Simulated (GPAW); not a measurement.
# WC (Fm-3m) in GPAW: convergence with smearing function

Aim: find how far smearing function must go before the results for WC settle, at PBEsol. This setting moves, with any that are tied to it; all else stays.

All numbers are computed with GPAW 26.7.0; they aren't measurements. Logs are shortened: lines on timing, memory, paths and dates and some standing lists are left out, and cuts for length are marked. The log counts tension as positive stress, the text compression.

## 1. The crystal as given

It takes space group Fm-3m (No. 225, cubic). The conventional cell has a = 4.385 Å, b = 4.385 Å, c = 4.385 Å, α = 90.00°, β = 90.00°, γ = 90.00°. W (site symmetry m-3m) has 6 C at 2.19 Å as nearest neighbours. C (site symmetry m-3m) has 6 W at 2.19 Å as nearest neighbours.

Measurements of this composition are mostly on another form, of space group No. 187.

## 2. With smearing function fermi-dirac

File run.py:

```python
from ase import Atoms
from ase.dft.bandgap import bandgap
from ase.io import write
from ase.units import GPa
from gpaw import GPAW, PW, setup_paths

setup_paths.insert(0, '.')

atoms = Atoms(['W', 'C'],
              cell=[[0.0, 2.192684, 2.192684],
                    [2.192684, 0.0, 2.192684],
                    [2.192684, 2.192684, 0.0]],
              scaled_positions=[[0.0, 0.0, 0.0],
                                [0.5, 0.5, 0.5]],
              pbc=True)

calc = GPAW(mode=PW(800),
            xc='PBEsol',
            kpts={'size': (10, 10, 10), 'gamma': True},
            occupations={'name': 'fermi-dirac', 'width': 0.1},
            nbands=19,
            convergence={'density': 1e-05, 'energy': 1e-05},
            maxiter=100,
            txt='gpaw.txt')
atoms.calc = calc
energy = atoms.get_potential_energy()
forces = atoms.get_forces()
stress = atoms.get_stress()
calc.write('gs.gpw')
write('result.traj', atoms)
print(f'Energy: {energy:.6f} eV')
print('Forces (eV/A):')
print(forces.round(4))
print('Stress (GPa):', (stress / GPa).round(3))
print('Fermi level:', round(calc.get_fermi_level(), 4), 'eV')
print(f'Gap: {bandgap(calc)[0]:.4f} eV, direct: {bandgap(calc, direct=True)[0]:.4f} eV')
```

Potentials or basis: PAW data sets generated in the run's folder for this functional, pw.

Run with:

```sh
> gpaw-setup -f PBEsol C W
> OMP_NUM_THREADS=1 python run.py
```

gpaw.txt:

```text
__  _  _
 | _ |_)|_||  |
 |__||  | ||/\| - 26.7.0

Input parameters:
  mode=PW(ecut=800.0),
  convergence={'density': 1e-05, 'energy': 1e-05},
  kpts=MonkhorstPack(size=(10, 10, 10), gamma=True),
  maxiter=100,
  nbands=19,
  occupations=Occupations(name='fermi-dirac', width=0.1),
  xc=XC(name='PBEsol')

Diagonalizing LCAO Hamiltonian
Converting LCAO to pw mode

              C

       W

Atoms  # Å, Bohr magnetons
|   | symbol |        x |        y |        z |    initial magnetic moments |
|---|--------|----------|----------|----------|-----------------------------|
| 0 |      W | 0.000000 | 0.000000 | 0.000000 | ( 0.0000,  0.0000,  0.0000) |
| 1 |      C | 2.192684 | 2.192684 | 2.192684 | ( 0.0000,  0.0000,  0.0000) |

Unit cell  # Å
| periodic |        x |        y |        z |  lengths |    angles |
|----------|----------|----------|----------|----------|-----------|
|      yes | 0.000000 | 2.192684 | 2.192684 | 3.100923 | 60.000000 |
|      yes | 2.192684 | 0.000000 | 2.192684 | 3.100923 | 60.000000 |
|      yes | 2.192684 | 2.192684 | 0.000000 | 3.100923 | 60.000000 |

Number of symmetries: 48
Symmetry operations  # r_c * U_cc + t_c -> r_c
|    | kind |            matrix            |
|----|------|------------------------------|
|  0 |  σ   |  1, 0, 0,  1, 0,-1,  1,-1, 0 |
|  1 |  C2  |  1, 0, 0,  1,-1, 0,  1, 0,-1 |
|  2 |  E   |  1, 0, 0,  0, 1, 0,  0, 0, 1 |
|  3 |  σ   |  1, 0, 0,  0, 0, 1,  0, 1, 0 |
|  4 |  C4  |  1, 0,-1,  1, 0, 0,  1,-1, 0 |
|  5 |  S6  |  1, 0,-1,  1,-1, 0,  1, 0, 0 |
|  6 |  σ   |  1, 0,-1,  0, 1,-1,  0, 0,-1 |
|  7 |  C3  |  1, 0,-1,  0, 0,-1,  0, 1,-1 |
|  8 |  S6  |  1,-1, 0,  1, 0, 0,  1, 0,-1 |
|  9 |  C4  |  1,-1, 0,  1, 0,-1,  1, 0, 0 |
| 10 |  C3  |  1,-1, 0,  0,-1, 1,  0,-1, 0 |
| 11 |  σ   |  1,-1, 0,  0,-1, 0,  0,-1, 1 |
| 12 |  σ   |  0, 1, 0,  1, 0, 0,  0, 0, 1 |
| 13 |  C4  |  0, 1, 0,  0, 1,-1, -1, 1, 0 |
| 14 |  C3  |  0, 1, 0,  0, 0, 1,  1, 0, 0 |
| 15 |  S6  |  0, 1, 0, -1, 1, 0,  0, 1,-1 |
| 16 |  C2  |  0, 1,-1,  1, 0,-1,  0, 0,-1 |
| 17 |  σ   |  0, 1,-1,  0, 1, 0, -1, 1, 0 |
| 18 |  S4  |  0, 1,-1,  0, 0,-1,  1, 0,-1 |
| 19 |  C4  |  0, 1,-1, -1, 1, 0,  0, 1, 0 |
| 20 |  C3  |  0, 0, 1,  1, 0, 0,  0, 1, 0 |
| 21 |  σ   |  0, 0, 1,  0, 1, 0,  1, 0, 0 |
| 22 |  S6  |  0, 0, 1,  0,-1, 1, -1, 0, 1 |
| 23 |  C4  |  0, 0, 1, -1, 0, 1,  0,-1, 1 |
| 24 |  S4  |  0, 0,-1,  1, 0,-1,  0, 1,-1 |
| 25 |  C3  |  0, 0,-1,  0, 1,-1,  1, 0,-1 |
| 26 |  C2  |  0, 0,-1,  0,-1, 0, -1, 0, 0 |
| 27 |  S6  |  0, 0,-1, -1, 0, 0,  0,-1, 0 |
| 28 |  S4  |  0,-1, 1,  1,-1, 0,  0,-1, 0 |
| 29 |  C4  |  0,-1, 1,  0, 0, 1, -1, 0, 1 |
| 30 |  C2  |  0,-1, 1,  0,-1, 0,  1,-1, 0 |
| 31 |  σ   |  0,-1, 1, -1, 0, 1,  0, 0, 1 |
| 32 |  C3  |  0,-1, 0,  1,-1, 0,  0,-1, 1 |
| 33 |  S6  |  0,-1, 0,  0, 0,-1, -1, 0, 0 |
| 34 |  S4  |  0,-1, 0,  0,-1, 1,  1,-1, 0 |
| 35 |  C2  |  0,-1, 0, -1, 0, 0,  0, 0,-1 |
| 36 |  C2  | -1, 1, 0,  0, 1, 0,  0, 1,-1 |
| 37 |  S6  | -1, 1, 0,  0, 1,-1,  0, 1, 0 |
| 38 |  S4  | -1, 1, 0, -1, 0, 1, -1, 0, 0 |
| 39 |  C3  | -1, 1, 0, -1, 0, 0, -1, 0, 1 |
| 40 |  S6  | -1, 0, 1,  0, 0, 1,  0,-1, 1 |
| 41 |  C2  | -1, 0, 1,  0,-1, 1,  0, 0, 1 |
| 42 |  C3  | -1, 0, 1, -1, 1, 0, -1, 0, 0 |
| 43 |  S4  | -1, 0, 1, -1, 0, 0, -1, 1, 0 |
| 44 |  C2  | -1, 0, 0,  0, 0,-1,  0,-1, 0 |
| 45 |  i   | -1, 0, 0,  0,-1, 0,  0, 0,-1 |
| 46 |  σ   | -1, 0, 0, -1, 1, 0, -1, 0, 1 |
| 47 |  C2  | -1, 0, 0, -1, 0, 1, -1, 1, 0 |

BZ-sampling:
  Number of BZ points: 1000
  Number of IBZ points: 47

  Monkhorst-Pack size: [10, 10, 10]
  Monkhorst-Pack shift: [0.05, 0.05, 0.05]

K-points  # in reciprocal-cell coordinates
|     |                                coordinates |     weight |
|-----|--------------------------------------------|------------|
|   0 | (  0.00000000,   0.00000000,   0.00000000) | 0.00100000 |
|   1 | (  0.10000000,   0.10000000,   0.00000000) | 0.00600000 |
|   2 | (  0.10000000,   0.10000000,   0.10000000) | 0.00800000 |
|   3 | (  0.20000000,   0.10000000,   0.10000000) | 0.01200000 |
|   4 | (  0.20000000,   0.20000000,   0.00000000) | 0.00600000 |
|   5 | (  0.20000000,   0.20000000,   0.10000000) | 0.02400000 |
|   6 | (  0.20000000,   0.20000000,   0.20000000) | 0.00800000 |
|   7 | (  0.30000000,   0.20000000,   0.10000000) | 0.02400000 |
|   8 | (  0.30000000,   0.20000000,   0.20000000) | 0.02400000 |
|   9 | (  0.30000000,   0.30000000,   0.00000000) | 0.00600000 |
| ... |                                            |            |
|  46 | (  0.50000000,   0.50000000,   0.50000000) | 0.00400000 |

Plane wave coefficients: 1106
Cutoff: 800.0 eV

Spin-components: 1 (collinear spins)
Bands:           19
Projectors:      11
Spin-degeneracy: 2
Datatype:        complex128

Parallelization:
  kpt:    1
  domain: 1
  band:   1

Density:
  Valence electrons: 18.0
  Components: 1
  Grid points: [21 21 21]
  Charge: 0.0  # |e|

Potential:
  Grid points: [21 21 21]

species:
  W:
    name:    Tungsten
    Z:       74.0
    valence: 14
    core:    60
    charge:  0.0  # [|e|]
    compensation charges:
      type: gauss
      rc: 0.40  # [Å]
      lmax: 2
    cutoffs:
      filter: 2.36  # [Å]
      core: 3.02  # [Å]
    projectors
    | kind |    occ | energy [eV] | rcut [Å] |
    |------|--------|-------------|----------|
    |   5s |  2.000 |     -78.864 |    1.344 |
    |   6s |  2.000 |      -5.730 |    1.344 |
    |   5p |  6.000 |     -43.252 |    1.355 |
    |   6p |  0.000 |      -1.338 |    1.355 |
    |   5d |  4.000 |      -4.526 |    1.228 |
    |    d |        |      22.686 |    1.228 |

    Using partial waves for W as LCAO basis

  C:
    name:    Carbon
    Z:       6.0
    valence: 4
    core:    2
    charge:  0.0  # [|e|]
    compensation charges:
      type: gauss
      rc: 0.20  # [Å]
      lmax: 2
    cutoffs:
      filter: 1.14  # [Å]
      core: 1.14  # [Å]
    projectors
    | kind |    occ | energy [eV] | rcut [Å] |
    |------|--------|-------------|----------|
    |   2s |  2.000 |     -13.648 |    0.635 |
    |   2p |  2.000 |      -5.232 |    0.635 |
    |    s |        |      13.563 |    0.635 |
    |    p |        |      21.979 |    0.635 |
    |    d |        |       0.000 |    0.635 |

    Using partial waves for C as LCAO basis

Reference energy: -439665.733139  # eV

eigensolver:
  PPCG
  Converge bands: occupied
  niter=2

density mixing:
  MSR1-Mixer
  Pratt-step length: 0.05
  Maximum mixing coefficient: 0.75
  Old densities: 10
  SVD Regularization: 0.005
  Good broyden scale: 1.0
  Trust region scale: 1.0
  Backstep threshold: 4.0
  History deletion threshold: 6.0
  Fourier metric: weight=20.0, sigma=0.015

occupation numbers:
  Fermi-Dirac:
    width: 0.1000  # eV

poisson solver:
  ecut: 6400.0  # eV

xc functional:
  name: PBEsol with 2 nearest neighbor stencil

convergence criteria:
- Maximum integral of absolute [dens]ity change: 1e-05 electrons / valence electron
- Maximum [total energy] change in last 3 cyles: 1e-05 eV / valence electron
- Maximum integral of absolute [eigenst]ate change: 4e-08 eV^2 / valence electron
maximum number of iterations: 100

SCF iterations
|iter     | |      energy | eigst |  dens |
|---------|-|-------------|-------|-------|
|iter:   1| |  -23.416346 | +0.09 |       |
|iter:   2| |  -22.862359 | -2.59 | -0.90 |
|iter:   3| |  -21.644025 | -1.58 | -0.97 |
|iter:   4| |  -21.648291 | -3.43 | -1.75 |
|iter:   5| |  -21.655315 | -3.78 | -1.97 |
|iter:   6| |  -21.655228 | -5.75 | -3.03 |
|iter:   7| |  -21.655230c| -7.56c| -3.87 |
|iter:   8| |  -21.655231c| -8.20c| -4.29 |
|iter:   9| |  -21.655231c| -9.18c| -5.44c|

Converged in 9 steps
Energy contributions relative to reference atoms: (reference = -439665.733139)

Energy contributions:
  Kinetic:           8.594609
  Coulomb:         -10.073544
  Zero:              0.004319
  External:          0.000000
  Xc:              -20.166989
  Entropy:          -0.027250
  Spinorbit:         0.000000
  ----------------------------
  Free energy:     -21.668856
  Extrapolated:    -21.655231

dipole moment: (-16.335192, -16.335192, -16.335192)  # |e|*Ang

Fermi level: 15.274
Eigenvalues  # (at kpt = [0.000, 0.000, 0.000])
| band index |      eig [eV] | occ [0-2] |
|------------|---------------|-----------|
|          0 |       -59.909 |     2.000 |
|        ... |               |           |
|          5 |        12.500 |     2.000 |
|          6 |        12.500 |     2.000 |
|          7 |        12.500 |     2.000 |
|          8 |        14.238 |     2.000 |
|          9 |        14.238 |     2.000 |
|         10 |        14.238 |     2.000 |
|         11 |        14.294 |     2.000 |
|         12 |        14.294 |     2.000 |
|         13 |        21.753 |     0.000 |
|         14 |        24.989 |     0.000 |
|         15 |        38.392 |     0.000 |
|         16 |        38.392 |     0.000 |
|         17 |        38.392 |     0.000 |
|         18 |        41.101 |     0.000 |

No gap
No difference between direct/indirect transitions

Forces  # eV/Ang
|        x |        y |        z |
|----------|----------|----------|
|  0.00000 | -0.00000 |  0.00000 |  # W    0
| -0.00000 | -0.00000 | -0.00000 |  # C    1

Stress tensor  # eV/Ang^3
|         x |        y |         z |
|-----------|----------|-----------|
|  0.066483 | 0.000000 | -0.000000 |
|  0.000000 | 0.066483 |  0.000000 |
| -0.000000 | 0.000000 |  0.066483 |

# Writing to gs.gpw (mode='')
```

stdout:

```text
Energy: -21.655231 eV
Forces (eV/A):
[[ 0. -0.  0.]
 [-0. -0. -0.]]
Stress (GPa): [10.652 10.652 10.652  0.    -0.     0.   ]
Fermi level: 15.2743 eV
Gap: 0.0000 eV, direct: 0.0000 eV
```

Run time: 23 s. Hardware: 1 thread of Arm Neoverse V2, shared host; peak memory 0.16 GiB.

What came out:

- Free energy: -21.6689 eV
- Pressure: -10.7 GPa
- Band gap on the k mesh: none (metal or under the smearing width)

## 3. With smearing function gaussian

Edit run.py of step 2 so:

```diff
@@ -19,3 +19,3 @@
             kpts={'size': (10, 10, 10), 'gamma': True},
-            occupations={'name': 'fermi-dirac', 'width': 0.1},
+            occupations={'name': 'methfessel-paxton', 'order': 0, 'width': 0.1},
             nbands=19,
```

Potentials or basis: PAW data sets generated in the run's folder for this functional, pw.

Run with:

```sh
> gpaw-setup -f PBEsol C W
> OMP_NUM_THREADS=1 python run.py
```

Run time: 22 s. Hardware: 1 thread of Arm Neoverse V2, shared host; peak memory 0.16 GiB.

It converged, with:

| Item | Value |
| --- | --- |
| Free energy | -21.6577 eV |
| Pressure | -10.8 GPa |
| Band gap on the k mesh | none (metal or under the smearing width) |

## 4. With smearing function marzari-vanderbilt

Edit run.py of step 3 so:

```diff
@@ -19,3 +19,3 @@
             kpts={'size': (10, 10, 10), 'gamma': True},
-            occupations={'name': 'methfessel-paxton', 'order': 0, 'width': 0.1},
+            occupations={'name': 'marzari-vanderbilt', 'width': 0.1},
             nbands=19,
```

Run with:

```sh
> gpaw-setup -f PBEsol C W
> OMP_NUM_THREADS=1 python run.py
```

It took 22 s on 1 thread of Arm Neoverse V2, shared host; peak memory 0.16 GiB.

Results (log left out):

```yaml
Free_energy: -21.6562 eV
Pressure: -10.8 GPa
Band_gap_on_the_k_mesh: none (metal or under the smearing width)
```

## 5. With smearing function methfessel-paxton

Edit run.py of step 4 so:

```diff
@@ -19,3 +19,3 @@
             kpts={'size': (10, 10, 10), 'gamma': True},
-            occupations={'name': 'marzari-vanderbilt', 'width': 0.1},
+            occupations={'name': 'methfessel-paxton', 'width': 0.1, 'order': 1},
             nbands=19,
```

Run with:

```sh
> gpaw-setup -f PBEsol C W
> OMP_NUM_THREADS=1 python run.py
```

Run time: 22 s. Hardware: 1 thread of Arm Neoverse V2, shared host; peak memory 0.16 GiB.

It converged, with:

* Free energy: -21.6556 eV
* Pressure: -10.8 GPa
* Band gap on the k mesh: none (metal or under the smearing width)

## 6. With smearing function tetrahedron-method

Edit run.py of step 5 so:

```diff
@@ -19,3 +19,3 @@
             kpts={'size': (10, 10, 10), 'gamma': True},
-            occupations={'name': 'methfessel-paxton', 'width': 0.1, 'order': 1},
+            occupations={'name': 'tetrahedron-method'},
             nbands=19,
```

Potentials or basis: PAW data sets generated in the run's folder for this functional, pw.

Run with:

```sh
> gpaw-setup -f PBEsol C W
> OMP_NUM_THREADS=1 python run.py
```

It took 23 s on 1 thread of Arm Neoverse V2, shared host; peak memory 0.16 GiB.

The run converged. Its results:

```yaml
Free_energy: -21.5646 eV
Pressure: -9.8 GPa
Band_gap_on_the_k_mesh: none (metal or under the smearing width)
```

## 7. With smearing function improved-tetrahedron-method

Edit run.py of step 6 so:

```diff
@@ -19,3 +19,3 @@
             kpts={'size': (10, 10, 10), 'gamma': True},
-            occupations={'name': 'tetrahedron-method'},
+            occupations={'name': 'improved-tetrahedron-method'},
             nbands=19,
```

Run with:

```sh
> gpaw-setup -f PBEsol C W
> OMP_NUM_THREADS=1 python run.py
```

Run time: 23 s. Hardware: 1 thread of Arm Neoverse V2, shared host; peak memory 0.16 GiB.

Results (log left out):

| Property | Result |
| --- | --- |
| Free energy | -21.6489 eV |
| Pressure | -10.7 GPa |
| Band gap on the k mesh | none (metal or under the smearing width) |

## 8. With smearing function fixed

Edit run.py of step 7 so:

```diff
@@ -19,3 +19,3 @@
             kpts={'size': (10, 10, 10), 'gamma': True},
-            occupations={'name': 'improved-tetrahedron-method'},
+            occupations={'width': 0.0},
             nbands=19,
```

Run with:

```sh
> gpaw-setup -f PBEsol C W
> OMP_NUM_THREADS=1 python run.py
```

It took 22 s on 1 thread of Arm Neoverse V2, shared host; peak memory 0.16 GiB.

Results (log left out):

```
Free energy            : -21.6548 eV
Pressure               : -10.7 GPa
Band gap on the k mesh : none (metal or under the smearing width)
```

## 9. Summary

```csv
smearing function,"energy less the tightest run, at zero smearing (meV/atom)",pressure (GPa),SCF cycles,CPU time (s),peak memory (GiB)
fermi-dirac,-0.21,-10.65,9,23,0.16
gaussian,-0.49,-10.77,9,22,0.16
marzari-vanderbilt,-0.72,-10.76,9,22,0.16
methfessel-paxton,-0.40,-10.78,9,22,0.16
tetrahedron-method,45.13,-9.78,9,23,0.16
improved-tetrahedron-method,2.94,-10.71,9,23,0.16
fixed,0.00,-10.75,9,22,0.16
```

Against the tightest run, the pressure stays within 0.1 GPa from improved-tetrahedron-method on. Not settled before the last step: the energy (to 1 meV/atom). Narrower smearing needs a denser k mesh, so at a fixed mesh the narrowest width isn't the most accurate. The tightest run that finished is the yardstick and may itself not be fully converged.
